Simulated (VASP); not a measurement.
Runs of VASP 6.6.1 on NaI. The structure is cubic, space group Fm-3m (No. 225). The conventional cell has a = 6.473 Å, b = 6.473 Å, c = 6.473 Å, α = 90.00°, β = 90.00°, γ = 90.00°. I (site symmetry m-3m) is surrounded by 6 Na at 3.24 Å. Na (site symmetry m-3m) has 6 I at 3.24 Å as nearest neighbours. 

```tsv
task	level	potentials or basis	spin	cell	k mesh	cutoff (eV)	gap on the mesh (eV)	pressure (GPa)	relaxed volume (Å³/atom)
relaxation of cell and atoms	LDA	VASP PAW LDA potentials, release 64 (I, Na_pv)	off	relaxed	7 × 7 × 7	600	3.62	-0.1	30.80
relaxation of cell and atoms	PBEsol	VASP PAW PBE potentials, release 64 (I, Na_pv)	off	relaxed	7 × 7 × 7	600	3.58	0.0	(a)
band structure	PBEsol	VASP PAW PBE potentials, release 64 (I, Na_pv)	off	as given	7 × 7 × 7	520	(b)	-	-
band structure	LDA	VASP PAW LDA potentials, release 64 (I, Na_pv)	off	as given	7 × 7 × 7	520	3.35	-1.6	-
```

Alike in all rows: smearing fermi-dirac 0.05 eV.

Task: Estimate the missing entries.

Result: (a) 32.90; (b) 3.51.

Caveats: spin-orbit coupling is left out, which moves the levels of the heavy elements; the PAW data sets were made with another functional, which shifts forces and pressure a little (some runs).

A k mesh can miss the band edges, and the runs leave out spin-orbit coupling on I.

Runs at the PBE level aren't shown here.
